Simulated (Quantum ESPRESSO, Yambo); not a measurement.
# GaN (honeycomb monolayer): G0W0 in Yambo against the bands, part 2 of 2

Aim: move the bands of a G0W0 run on GaN (honeycomb monolayer) over a wide range.

Yambo 5.3.0; PBE and many-body steps on it, plane waves. Known limits of the many-body steps: not at the basis limit; no spin-orbit coupling.

So far. Step 4 (74 bands): Against the run before, the gap moves by −0.009 eV.

## (5) 125 bands

Level of this step: G0W0 on PBE, plane waves, norm-conserving pseudopotentials (Yambo).

Input file gw4.in:

```
HF_and_locXC
gw0
dyson
ppa
em1d
rim_cut
rim_w
RandQpts= 3000000
RandGvec= 100 RL
CUTGeo= "slab z"
RandGvecW= 9 RL
EXXRLvcs= 104 Ry
VXCRLvcs= 416 Ry
Chimod= "HARTREE"
% BndsRnXp
 1 | 125 |
%
NGsBlkXp= 6 Ry
% LongDrXp
 1 | 1 | 0 |
%
% GbndRnge
 1 | 125 |
%
DysSolver= "n"
ExtendOut
PPAPntXp= 27.21138 eV
% QPkrange
 12 | 12 | 12 | 15 |
 1 | 1 | 12 | 15 |
%
```

Started as:

```
> OMP_NUM_THREADS=2 mpirun -n 4 yambo -F gw4.in -J gw4 -C gw4 > gw4.log
```

Output:

```text
 Yambo, version 5.3.0

 [02] CORE Variables Setup
 =========================

  [... cell, symmetries and grids as in the set-up ...]

  [02.05] Energies & Occupations
  ==============================

  [X] === General ===
  [X] Electronic Temperature                        :  0.000000  0.000000 [eV K]
  [X] Bosonic    Temperature                        :  0.000000  0.000000 [eV K]
  [X] Finite Temperature mode                       : no
  [X] El. density                                   :  0.20763E+24 [cm-3]
[...]
QP @ state[ 1 ] b range                          :  12  15
  QP @ state[ 2 ] K range                          :  12  12
  QP @ state[ 2 ] b range                          :  12  15
  GF energies kind                                 : Perdew, Burke & Ernzerhof(X)+Perdew, Burke & Ernzerhof(C)
  GF WF`s kind                                     : Perdew, Burke & Ernzerhof(X)+Perdew, Burke & Ernzerhof(C)
  Xs energies kind                                 : Perdew, Burke & Ernzerhof(X)+Perdew, Burke & Ernzerhof(C)
  Xs WF`s kind                                     : Perdew, Burke & Ernzerhof(X)+Perdew, Burke & Ernzerhof(C)

 [14] Game Over & Game summary
```

Wall time 5.2 min (4 MPI ranks of Arm Neoverse V1, shared host); peak memory 3.1 GiB.

Numbers from this step:

| Quantity | Value |
| --- | --- |
| G0W0 gap on the points computed | 4.097 eV |
| starting gap on the mesh | 2.161 eV |
| k of the valence top | 0.3333, 0.3333, 0 |
| k of the conduction bottom | 0, 0, 0 |
| least direct G0W0 gap on the computed points | 4.298 eV |

Against the run before, the gap moves by +0.015 eV.

## (6) 186 bands

gw5.in, as its differences from gw4.in of step 5:

```diff
@@ -15,3 +15,3 @@
 % BndsRnXp
- 1 | 125 |
+ 1 | 186 |
 %
@@ -22,3 +22,3 @@
 % GbndRnge
- 1 | 125 |
+ 1 | 186 |
 %
```

Started as:

```
> OMP_NUM_THREADS=2 mpirun -n 4 yambo -F gw5.in -J gw5 -C gw5 > gw5.log
```

Output:

```text
 Yambo, version 5.3.0

 [02] CORE Variables Setup
 =========================

  [... cell, symmetries and grids as in the set-up ...]

  [02.05] Energies & Occupations
  ==============================

  [X] === General ===
  [X] Electronic Temperature                        :  0.000000  0.000000 [eV K]
  [X] Bosonic    Temperature                        :  0.000000  0.000000 [eV K]
  [X] Finite Temperature mode                       : no
  [X] El. density                                   :  0.20763E+24 [cm-3]
[...]
QP @ state[ 1 ] b range                          :  12  15
  QP @ state[ 2 ] K range                          :  12  12
  QP @ state[ 2 ] b range                          :  12  15
  GF energies kind                                 : Perdew, Burke & Ernzerhof(X)+Perdew, Burke & Ernzerhof(C)
  GF WF`s kind                                     : Perdew, Burke & Ernzerhof(X)+Perdew, Burke & Ernzerhof(C)
  Xs energies kind                                 : Perdew, Burke & Ernzerhof(X)+Perdew, Burke & Ernzerhof(C)
  Xs WF`s kind                                     : Perdew, Burke & Ernzerhof(X)+Perdew, Burke & Ernzerhof(C)

 [14] Game Over & Game summary
```

Elapsed: 7.5 min, on 4 MPI ranks; peak memory 4 GiB.

Numbers from this step:

| Property | Result |
| --- | --- |
| G0W0 gap on the points computed | 4.118 eV |
| starting gap on the mesh | 2.161 eV |
| k of the valence top | 0.3333, 0.3333, 0 |
| k of the conduction bottom | 0, 0, 0 |
| least direct G0W0 gap on the computed points | 4.310 eV |

Against the run before, the gap moves by +0.021 eV.

## (7) 255 bands

gw6.in, as its differences from gw5.in of step 6:

```diff
@@ -15,3 +15,3 @@
 % BndsRnXp
- 1 | 186 |
+ 1 | 255 |
 %
@@ -22,3 +22,3 @@
 % GbndRnge
- 1 | 186 |
+ 1 | 255 |
 %
```

Started as:

```
> OMP_NUM_THREADS=2 mpirun -n 4 yambo -F gw6.in -J gw6 -C gw6 > gw6.log
```

Output:

```text
 Yambo, version 5.3.0

 [02] CORE Variables Setup
 =========================

  [... cell, symmetries and grids as in the set-up ...]

  [02.05] Energies & Occupations
  ==============================

  [X] === General ===
  [X] Electronic Temperature                        :  0.000000  0.000000 [eV K]
  [X] Bosonic    Temperature                        :  0.000000  0.000000 [eV K]
  [X] Finite Temperature mode                       : no
  [X] El. density                                   :  0.20763E+24 [cm-3]
[...]
QP @ state[ 1 ] b range                          :  12  15
  QP @ state[ 2 ] K range                          :  12  12
  QP @ state[ 2 ] b range                          :  12  15
  GF energies kind                                 : Perdew, Burke & Ernzerhof(X)+Perdew, Burke & Ernzerhof(C)
  GF WF`s kind                                     : Perdew, Burke & Ernzerhof(X)+Perdew, Burke & Ernzerhof(C)
  Xs energies kind                                 : Perdew, Burke & Ernzerhof(X)+Perdew, Burke & Ernzerhof(C)
  Xs WF`s kind                                     : Perdew, Burke & Ernzerhof(X)+Perdew, Burke & Ernzerhof(C)

 [14] Game Over & Game summary
```

It took 10 min on 4 MPI ranks; peak memory 5 GiB.

This step gave:

```yaml
g0w0_gap_on_the_points_computed: 4.134 eV
starting_gap_on_the_mesh: 2.161 eV
k_of_the_valence_top: 0.3333, 0.3333, 0
k_of_the_conduction_bottom: 0, 0, 0
least_direct_g0w0_gap_on_the_computed_points: 4.325 eV
```

Against the run before, the gap moves by +0.017 eV.

## (8) Side by side

Times are wall times on 4 MPI ranks of Arm Neoverse V1, shared host, good to a factor of about two.

```csv
run,mesh,bands,screening cutoff (eV),DFT gap (eV),gap on the mesh (eV),direct (eV),time
27 bands,9×9×1,27,81.6,2.161,4.170,4.461,86 s
43 bands,9×9×1,43,81.6,2.161,4.091,4.316,2 min
74 bands,9×9×1,74,81.6,2.161,4.082,4.300,3.2 min
125 bands,9×9×1,125,81.6,2.161,4.097,4.298,5.2 min
186 bands,9×9×1,186,81.6,2.161,4.118,4.310,7.5 min
255 bands,9×9×1,255,81.6,2.161,4.134,4.325,10 min
```

## (9) Summary of results

- 27 bands: 4.170 eV
- 43 bands: 4.091 eV
- 74 bands: 4.082 eV
- 125 bands: 4.097 eV
- 186 bands: 4.118 eV
- 255 bands: 4.134 eV
- known limits: not at the basis limit; no spin-orbit coupling

**Reading.** The setting moved: bands. From 27 bands to 255 bands the gap moves by −0.04 eV, for 7.1 times the time, not steadily: it passes through 4.08 eV. The last step still moves it by +0.017 eV. Bands and screening cutoff are coupled, so a series along one setting does not show full convergence. Bands and cutoff are finite, so the gap is not at the basis limit. The miss can reach some tenths of an eV and take either sign; the mesh is an error of its own. In the G0W0 runs levels were corrected at 2 k points alone, so a gap called «on the mesh» is the least over those, and an edge elsewhere would be missed. The many-body steps are scalar-relativistic: spin-orbit coupling is not in them.

[Paths, hosts, dates, memory and timing lines, banners, echoed tables and standing remarks are left out of the program output.]

[Logs are printed without paths, hosts, clocks, repeated set-up lines and the standing remarks that a program may print on its own settings, such as how far it seeks lower states.]

[Runs of the session that timed out or met a known fault of the program may be left out.]

[Hosts, paths, dates, database ids (printed as entryN), source tags and the programs' standing remarks are cut or masked in the printed files.]
